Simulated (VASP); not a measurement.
# TiO2 (P4_2/mnm) in VASP: settings compared

Aim: see how the results for TiO2 move with the level of theory and the settings. Levels: PBE, HSE06, r2SCAN0. Tasks: single point.

Program: VASP 6.6.1. These are calculated values, not measurements. Logs are shortened: lines on timing, memory, paths and dates and some standing lists are left out, and cuts for length are marked.

### Step 1. The undisturbed crystal

The structure is tetragonal, space group P4_2/mnm (No. 136). The conventional cell has a = 4.600 Å, b = 4.600 Å, c = 2.959 Å, α = 90.00°, β = 90.00°, γ = 90.00°. Around Ti (site symmetry mmm) lie 6 O at 1.95 to 1.98 Å. O (site symmetry m2m) has 3 Ti at 1.95 to 1.98 Å as nearest neighbours.

The cell is a database's computed one.

### Step 2. Single point, PBE (supercell [3, 3, 2], atoms moved at random, drawn with an rms of 0.05 Å)

INCAR reads:

```
PREC = Accurate
ENCUT = 520
EDIFF = 1E-5
ISMEAR = 0
SIGMA = 0.05
LREAL = Auto
LASPH = T
NELM = 80
ALGO = Normal
ISIF = 2
LWAVE = F
LCHARG = F
GGA = PE
NSIM = 8
LUSENCCL = F
```

KPOINTS reads:

```
regular mesh
0
Gamma
  1 1 1
```

POSCAR reads:

```
TiO2
1.0
   13.7995119717      0.0000000000      0.0000000000
    0.0000000000     13.7995119717      0.0000000000
    0.0000000000      0.0000000000      5.9184271200
Ti O
36 72
Direct
    0.0007510000      0.0017860000      0.2516750000
   -0.0028330000      0.0019680000      0.7522630000
   -0.0011670000      0.3345970000      0.2518480000
    0.0006390000      0.3333950000      0.7527710000
   -0.0016010000      0.6663130000      0.2475560000
    0.0013020000      0.6667530000      0.7485180000
[... 100 lines left out ...]
    0.8949340000      0.9015860000      0.2495890000
    0.8971640000      0.8965850000      0.7480510000
```

Potentials or basis: VASP PAW PBE potentials, release 64 (Ti_sv, O).

Command:

```console
> cat potpaw_PBE.64/Ti_sv/POTCAR potpaw_PBE.64/O/POTCAR > POTCAR
> mpirun -np 1 vasp_gam > vasp.out
```

OUTCAR:

```text
PREC = Accurate
   ENCUT = 520
   EDIFF = 1E-5
   ISMEAR = 0
   LREAL = Auto
   LASPH = T
   NELM = 80
   ISIF = 2
   GGA = PE

 ion  position               nearest neighbor table
   1  0.001  0.002  0.252-  85 1.92  86 1.93  59 1.95  60 1.96  37 1.99 107 2.01
   2  0.997  0.002  0.752-  85 1.91  59 1.92  86 1.92  60 1.94  38 1.99 108 2.00
   3  0.999  0.335  0.252-  88 1.87  56 1.95  55 1.95 103 1.95  87 1.96  39 1.98
   4  0.001  0.333  0.753-  87 1.91  56 1.94  55 1.94  88 1.96  40 1.96 104 1.97
   5  0.998  0.666  0.248-  89 1.91  57 1.94  90 1.95  58 1.98 105 1.99  41 2.00
   6  0.001  0.667  0.749-  58 1.94  57 1.94  89 1.95  90 1.99 106 2.03  42 2.03
[... 14 lines left out ...]
  21  0.167  0.501  0.995-  40 1.93  93 1.94  94 1.96  39 1.96  75 1.98  57 1.99
  22  0.164  0.500  0.498-  39 1.94  58 1.95  40 1.97  94 1.99  93 2.01  76 2.02
  23  0.167  0.835  0.992-  42 1.91  96 1.92  41 1.95  95 1.96  77 1.98  59 2.02  24 2.92
  24  0.167  0.836  0.498-  42 1.91  96 1.93  95 1.95  60 2.00  78 2.02  41 2.02  23 2.92
  25  0.498  0.168  0.001-  97 1.90  43 1.94  61 1.94  44 1.96  98 1.96  79 2.02  26 2.91
  26  0.502  0.166  0.492-  97 1.91  43 1.96  62 1.96  80 1.98  98 2.01  44 2.02  25 2.91
  27  0.500  0.499  0.004-  45 1.92  99 1.93  81 1.98  46 2.00  63 2.01 100 2.02  28 2.90
  28  0.500  0.496  0.494-  82 1.87  45 1.91  46 1.95  99 1.97  64 2.01 100 2.03  27 2.90
  29  0.502  0.835  0.997-  65 1.91 102 1.91 101 1.92  83 1.93  48 1.94  47 1.98
  30  0.500  0.834  0.502- 102 1.92  48 1.93 101 1.96  84 2.00  47 2.01  66 2.03
  31  0.835  0.167  1.000- 104 1.91  67 1.96  49 1.96 103 1.97  50 1.98  85 1.99  32 2.89
  32  0.833  0.169  0.489-  68 1.89 103 1.90  49 1.92  50 1.98  86 2.02 104 2.04  31 2.89
  33  0.833  0.500  0.993-  52 1.90 106 1.90  51 1.96 105 1.96  69 1.99  87 2.00  34 2.89
  34  0.834  0.499  0.504- 106 1.91  70 1.94 105 1.96  52 1.98  51 1.99  88 2.01  33 2.89
  35  0.833  0.835  0.006-  53 1.90 107 1.91  71 1.94 108 1.96  54 1.98  89 2.03  36 2.88
  36  0.834  0.831  0.492- 107 1.92  90 1.93  54 1.96 108 1.96  53 1.97  72 2.02  35 2.88
  37  0.105  0.101  0.247-  19 1.89  20 1.92   1 1.99
  38  0.102  0.101  0.754-  19 1.95  20 1.96   2 1.99
  39  0.102  0.435  0.246-  22 1.94  21 1.96   3 1.98
  40  0.102  0.433  0.753-  21 1.93   4 1.96  22 1.97
  41  0.105  0.765  0.237-  23 1.95   5 2.00  24 2.02
  42  0.103  0.774  0.745-  23 1.91  24 1.91   6 2.03
[... 64 lines left out ...]
 107  0.895  0.902  0.250-  35 1.91  36 1.92   1 2.01
 108  0.897  0.897  0.748-  35 1.96  36 1.96   2 2.00

  LATTYP: Found a simple tetragonal cell.
 ALAT       =    13.7995119717
 C/A-ratio  =     0.4288866977

  Lattice vectors:

 A1 = (  13.7995119717,   0.0000000000,   0.0000000000)
 A2 = (   0.0000000000,  13.7995119717,   0.0000000000)
 A3 = (   0.0000000000,   0.0000000000,   5.9184271200)

Analysis of symmetry for initial positions (statically):
=====================================================================
 Subroutine PRICEL returns:
 Original cell was already a primitive cell.

 Routine SETGRP: Setting up the symmetry group for a
 simple tetragonal supercell.

 Subroutine GETGRP returns: Found  1 space group operations
 (whereof  1 operations were pure point group operations)
 out of a pool of 16 trial point group operations.

The static configuration has the point symmetry C_1 .

Analysis of symmetry for dynamics (positions and initial velocities):
=====================================================================
 Subroutine PRICEL returns:
 Original cell was already a primitive cell.

 Routine SETGRP: Setting up the symmetry group for a
 simple tetragonal supercell.

 Subroutine GETGRP returns: Found  1 space group operations
 (whereof  1 operations were pure point group operations)
 out of a pool of 16 trial point group operations.

The dynamic configuration has the point symmetry C_1 .

 Subroutine INISYM returns: Found  1 space group operations
 (whereof  1 operations are pure point group operations),
 and found     1 'primitive' translations

----------------------------------------------------------------------------------------

                                     Primitive cell

  volume of cell :    1127.0255

  direct lattice vectors                    reciprocal lattice vectors
    13.799511972  0.000000000  0.000000000     0.072466331  0.000000000  0.000000000
     0.000000000 13.799511972  0.000000000     0.000000000  0.072466331  0.000000000
     0.000000000  0.000000000  5.918427120     0.000000000  0.000000000  0.168963811

  length of vectors
    13.799511972 13.799511972  5.918427120     0.072466331  0.072466331  0.168963811

  position of ions in fractional coordinates (direct lattice)
     0.000751000  0.001786000  0.251675000
     0.997167000  0.001968000  0.752263000
     0.998833000  0.334597000  0.251848000
     0.000639000  0.333395000  0.752771000
     0.998399000  0.666313000  0.247556000
     0.001302000  0.666753000  0.748518000
[... 100 lines left out ...]
     0.894934000  0.901586000  0.249589000
     0.897164000  0.896585000  0.748051000

  ion indices of the primitive-cell ions
   primitive index   ion index
                 1           1
                 2           2
                 3           3
                 4           4
                 5           5
                 6           6
[... 100 lines left out ...]
               107         107
               108         108

----------------------------------------------------------------------------------------

 KPOINTS: regular mesh

Automatic generation of k-mesh.
 Grid dimensions read from file:
 generate k-points for:    1    1    1

 Generating k-lattice:

  Cartesian coordinates                     Fractional coordinates (reciprocal lattice)
     0.072466331  0.000000000  0.000000000     1.000000000  0.000000000  0.000000000
     0.000000000  0.072466331  0.000000000     0.000000000  1.000000000  0.000000000
     0.000000000  0.000000000  0.168963811     0.000000000  0.000000000  1.000000000

  Length of vectors
     0.072466331  0.072466331  0.168963811

  Shift w.r.t. Gamma in fractional coordinates (k-lattice)
     0.000000000  0.000000000  0.000000000
   k-points           NKPTS =      1   k-points in BZ     NKDIM =      1   number of bands    NBANDS=    518
   number of dos      NEDOS =    301   number of ions     NIONS =    108
   total plane-waves  NPLWV = 559872
   dimension x,y,z NGX =   108 NGY =  108 NGZ =   48
   dimension x,y,z NGXF=   216 NGYF=  216 NGZF=   96
   ions per type =              36  72
   NGX,Y,Z   is equivalent  to a cutoff of  13.01, 13.01, 13.48 a.u.
   NGXF,Y,Z  is equivalent  to a cutoff of  26.02, 26.02, 26.97 a.u.
 SYSTEM =  unknown system
   PREC   = accura    normal or accurate (medium, high low for compatibility)
   ISTART =      0    job   : 0-new  1-cont  2-samecut
   ICHARG =      2    charge: 1-file 2-atom 10-const
   ISPIN  =      1    spin polarized calculation?
   LNONCOLLINEAR =      F non collinear calculations
   LSORBIT =      F    spin-orbit coupling
   LASPH  =      T    aspherical Exc in radial PAW
   ENCUT  =  520.0 eV  38.22 Ry    6.18 a.u.  25.66 25.66 11.00*2*pi/ulx,y,z
   NELM   =     80;   NELMIN=  2; NELMDL= -5     # of ELM steps
   EDIFF  = 0.1E-04   stopping-criterion for ELM
   LREAL  =      T    real-space projection
   EDIFFG = 0.1E-03   stopping-criterion for IOM
   NSW    =      0    number of steps for IOM
   IBRION =     -1    ionic relax: 0-MD 1-quasi-New 2-CG
   NFREE  =      0    steps in history (QN), initial steepest desc. (CG)
   ISIF   =      2    stress and relaxation
   ISYM   =      2    0-nonsym 1-usesym 2-fastsym
   POTIM  = 0.5000    time-step for ionic-motion
   TEBEG  =    0.0;   TEEND  =   0.0 temperature during run
   PSTRESS=    0.0 pullay stress
   NELECT =     864.0000    total number of electrons
   NUPDOWN=      -1.0000    fix difference up-down
   EMIN   =  10.00;   EMAX   =-10.00  energy-range for DOS
   EFERMI =   0.00;   METHOD = LEGACY
   ISMEAR =     0;   SIGMA  =   0.05  broadening in eV -4-tet -1-fermi 0-gaus
   EFERMI_NEDOS =   21; number of points for ismear=-14 and -15
   IALGO  =     38    algorithm
   IMIX   =      4    mixing-type and parameters
     AMIX     =   0.40;   BMIX     =  1.00
     AMIX_MAG =   1.60;   BMIX_MAG =  1.00
  volume/ion in A,a.u.               =      10.44        70.42
  Fermi-wavevector in a.u.,A,eV,Ry     =   1.498309  2.831394 30.544140  2.244931
  Thomas-Fermi vector in A             =   2.610085
   LORBIT       =      0    0 simple, 1 ext, 2 COOP (PROOUT), +10 PAW based schemes
   GGA     = PE    functional components
   LHFCALC =     F    Hartree Fock is set to
   AEXX    =    0.0000 exact exchange contribution
   IVDW    =     0    specifies the selected vdW correction
   LEPSILON=     F    determine dielectric tensor
   LRPA    =     F    only Hartree local field effects (RPA)
 non-spin polarized calculation
 Gauss-broadening in eV      SIGMA  =   0.05
  energy-cutoff  :      520.00
  volume of cell :     1127.03
 maximum number of plane-waves:     15118
 NGX is ok and might be reduce to   108
   NGX = 51   NGY = 51   NGZ = 23

 number of electron     864.0000052 magnetization

 Free energy of the ion-electron system (eV)
  ---------------------------------------------------
  ext. energy  EPLUGINS =         0.00000000
  ---------------------------------------------------
  free energy    TOTEN  =      -957.90453013 eV

  energy without entropy =     -957.90453013  energy(sigma->0) =     -957.90453013

 E-fermi :   5.2559     XC(G=0): -11.3943

 val. band max:        4.9268511394   @ k =   0.0000   0.0000   0.0000
 cond. band min:       6.5183404560   @ k =   0.0000   0.0000   0.0000
 fundamental gap:      1.5914893166
 Fermi energy:         5.2558831963

 k-point     1 :       0.0000    0.0000    0.0000
  band No.  band energies     occupation
      1     -52.4813      2.00000
      2     -52.4648      2.00000
      3     -52.4224      2.00000
      4     -52.3884      2.00000
      5     -52.3281      2.00000
      6     -52.3146      2.00000
[... 436 lines left out ...]
    443       6.8497      0.00000
    444       6.8702      0.00000
 [bands above 444 left out]

------------------------ aborting loop because EDIFF is reached ----------------------------------------

  FORCE on cell =-STRESS in cart. coord.  units (eV):
  Direction    XX          YY          ZZ          XY          YZ          ZX
  --------------------------------------------------------------------------------------
  -------------------------------------------------------------------------------------
  Total       38.4583446     38.4295814     56.9121264      0.1795155      0.8073199     -0.8147320
  in kB       54.6723081     54.6314185     80.9061687      0.2551989      1.1476844     -1.1582214
  external PRESSURE =      63.4032985 kB  Pullay stress =       0.0000000 kB

 VOLUME and BASIS-vectors are now :
 -----------------------------------------------------------------------------
  energy-cutoff  :      520.00
  volume of cell :     1127.03
      direct lattice vectors                 reciprocal lattice vectors
    13.799511972  0.000000000  0.000000000     0.072466331  0.000000000  0.000000000
     0.000000000 13.799511972  0.000000000     0.000000000  0.072466331  0.000000000
     0.000000000  0.000000000  5.918427120     0.000000000  0.000000000  0.168963811

 POSITION                                       TOTAL-FORCE (eV/Angst)
 -----------------------------------------------------------------------------------
      0.01036      0.02465      1.48952        -0.105158     -0.520914      0.193011
     13.76042      0.02716      4.45221        -0.245948     -0.399372     -0.202624
     13.78341      4.61728      1.49054         0.558683     -0.002162     -0.445141
      0.00882      4.60069      4.45522         0.208212     -0.526547      0.400348
     13.77742      9.19479      1.46514         0.363236      0.184670     -0.312436
      0.01797      9.20087      4.43005         0.227275      0.155569      0.345698
[... 100 lines left out ...]
     12.34965     12.44145      1.47717         0.664978      0.187934      0.012558
     12.38043     12.37244      4.42729         0.291717      0.409223     -0.163669
 -----------------------------------------------------------------------------------
    total drift:                                0.000701      0.042389     -0.024930

  FREE ENERGIE OF THE ION-ELECTRON SYSTEM (eV)
  ---------------------------------------------------
  free  energy   TOTEN  =      -957.9045301348 eV

  energy  without entropy=     -957.9045301348  energy(sigma->0) =     -957.90453013
```

Wall time 94 s (1 × NVIDIA H100 80GB with 1 thread of AMD EPYC 7R13 (Zen 3), shared host); peak memory 2.3 GiB.

The run converged, but some of its settings lie outside the range that counts as converged, so its numbers aren't taken as properties of the crystal.

Results:

* Free energy: -957.9045 eV
* Pressure: 6.3 GPa
* Largest force: 1.810 eV/Å
* Band gap on the k mesh: 1.59 eV

Caveat: the k mesh is coarse (spacing up to 1.06 Å⁻¹), so the values aren't converged; an odd mesh through Γ misses points on the zone boundary, where band edges often lie; forces of over 1 eV/Å show positions far from the minimum, so gaps and moduli don't describe the material at rest.

### Step 3. Single point, HSE06 (supercell [2, 2, 1], atoms moved at random, drawn with an rms of 0.05 Å)

POSCAR reads:

```
TiO2
1.0
    9.1996746478      0.0000000000      0.0000000000
    0.0000000000      9.1996746478      0.0000000000
    0.0000000000      0.0000000000      2.9592135600
Ti O
8 16
Direct
    0.0011270000      0.0026790000      0.5033500000
   -0.0042500000      0.5029520000      0.5045250000
    0.4982490000      0.0018950000      0.5036960000
    0.5009590000      0.5000930000      0.5055420000
    0.2475980000      0.2494690000     -0.0048880000
    0.2519530000      0.7501300000     -0.0029650000
    0.7474500000      0.2491610000      0.0000830000
    0.7491010000      0.7542200000      0.0102060000
    0.1433200000      0.1460010000      0.4982280000
    0.1507840000      0.6528570000      0.5022030000
    0.6590670000      0.1485340000      0.4961720000
    0.6588220000      0.6542700000      0.5067220000
    0.0961630000      0.3967860000      0.0016980000
    0.0981950000      0.8981580000     -0.0069260000
    0.5976040000      0.3990800000     -0.0009960000
    0.5981510000      0.9022770000     -0.0051330000
    0.4040970000      0.1007450000      0.0032530000
    0.3994920000      0.6002250000     -0.0050840000
    0.9050280000      0.0943440000      0.0092710000
    0.9020950000      0.5937670000     -0.0031820000
    0.3480160000      0.3487290000      0.4900430000
    0.3442280000      0.8484900000      0.4952680000
    0.8486070000      0.3503160000      0.4832850000
    0.8486690000      0.8518330000      0.4969840000
```

INCAR.step1 reads:

```
PREC = Accurate
ENCUT = 450
EDIFF = 1E-5
ISMEAR = 0
SIGMA = 0.05
LREAL = Auto
LASPH = True
NELM = 80
ALGO = Normal
ISIF = 2
LWAVE = True
LCHARG = False
NSIM = 16
GGA = PE
LUSENCCL = False
```

INCAR.step2 reads:

```
PREC = Accurate
ENCUT = 450
EDIFF = 1E-5
ISMEAR = 0
SIGMA = 0.05
LREAL = Auto
LASPH = True
NELM = 80
ALGO = Normal
ISIF = 2
LWAVE = False
LCHARG = False
GGA = PE
LHFCALC = True
HFSCREEN = 0.2
PRECFOCK = Fast
NSIM = 16
ISTART = 1
LUSENCCL = False
```

KPOINTS reads:

```
Automatic mesh
0
Gamma
  1 1 1
```

Potentials or basis: VASP PAW PBE potentials, release 64 (Ti_sv, O).

Command:

```console
> cat potpaw_PBE.64/Ti_sv/POTCAR potpaw_PBE.64/O/POTCAR > POTCAR
> cp INCAR.step1 INCAR
> mpirun -np 1 vasp_gam > vasp.out
> cp INCAR.step2 INCAR
> mpirun -np 1 vasp_gam > vasp.out
```

Run time: 74 s. Hardware: 1 × NVIDIA H100 80GB with 1 thread of AMD EPYC 7R13 (Zen 3), shared host; peak memory 2.8 GiB.

The run converged, but some of its settings lie outside the range that counts as converged, so its numbers aren't taken as properties of the crystal.

Results:

```
Free energy            : -257.9161 eV
Largest force          : 5.687 eV/Å
Band gap on the k mesh : 2.93 eV
```

Caveat: the k mesh is coarse (spacing up to 2.12 Å⁻¹), so the values aren't converged, least of all with exact exchange; the cutoff is under 1.25 times the usual one of these potentials, so pressure, stress and relaxed cells hold a basis-set (Pulay) error; the PAW data sets were made with another functional, which shifts forces and pressure a little; an odd mesh through Γ misses points on the zone boundary, where band edges often lie.

### Step 4. Single point, r2SCAN0 (supercell [2, 2, 1], atoms moved at random, drawn with an rms of 0.05 Å)

POSCAR is that of step 3.

INCAR.step1 reads:

```
PREC = Accurate ; ENCUT = 520
EDIFF = 1E-5 ; ISMEAR = 0
SIGMA = 0.05 ; LREAL = Auto
LASPH = T ; NELM = 60
ALGO = Normal ; ISIF = 2
LWAVE = T ; NBANDS = 114
NSIM = 16 ; GGA = PE
LUSENCCL = F
```

INCAR.step2 reads:

```
PREC = Accurate ; ENCUT = 520
EDIFF = 1E-5 ; ISMEAR = 0
SIGMA = 0.05 ; LREAL = Auto
LASPH = T ; NELM = 60
ALGO = Normal ; ISIF = 2
LWAVE = F ; LCHARG = F
METAGGA = R2SCAN ; LHFCALC = T
AEXX = 0.25 ; LMIXTAU = T
PRECFOCK = Fast ; HFRCUT = -1
NBANDS = 114 ; NSIM = 16
ISTART = 1 ; LUSENCCL = F
```

KPOINTS is that of step 3.

Command:

```console
> cat potpaw_PBE.64/Ti_sv/POTCAR potpaw_PBE.64/O/POTCAR > POTCAR
> cp INCAR.step1 INCAR
> mpirun -np 1 vasp_gam > vasp.out
> cp INCAR.step2 INCAR
> mpirun -np 1 vasp_gam > vasp.out
```

Wall time 85 s (1 × NVIDIA H100 80GB with 1 thread of AMD EPYC 7R13 (Zen 3), shared host); peak memory 2.8 GiB.

These settings aren't checked as converged: the numbers below hold their error.

What came out:

```yaml
Free_energy: -546.3662 eV
Pressure: -63.4 GPa
Largest_force: 5.758 eV/Å
Band_gap_on_the_k_mesh: 5.73 eV
```

Caveat: the k mesh is coarse (spacing up to 2.12 Å⁻¹), so the values aren't converged, least of all with exact exchange; a pressure of tens of GPa on the cell as given is suspect, and the run, the potentials or the cell itself is likely at fault; the PAW data sets were made with another functional, which shifts forces and pressure a little; an odd mesh through Γ misses points on the zone boundary, where band edges often lie.

### Step 5. For comparison

An earlier run on the cell as given: functional PBEsol; potentials or basis VASP PAW PBE potentials, release 64 (Ti_sv, O); cutoff 520 eV; k mesh 6 × 6 × 9; occupations fermi-dirac, width 0.05 eV; no spin polarisation.

* Pressure: -2.1 GPa
* Largest force: 0.047 eV/Å
* Band gap on the k mesh: 1.80 eV, direct
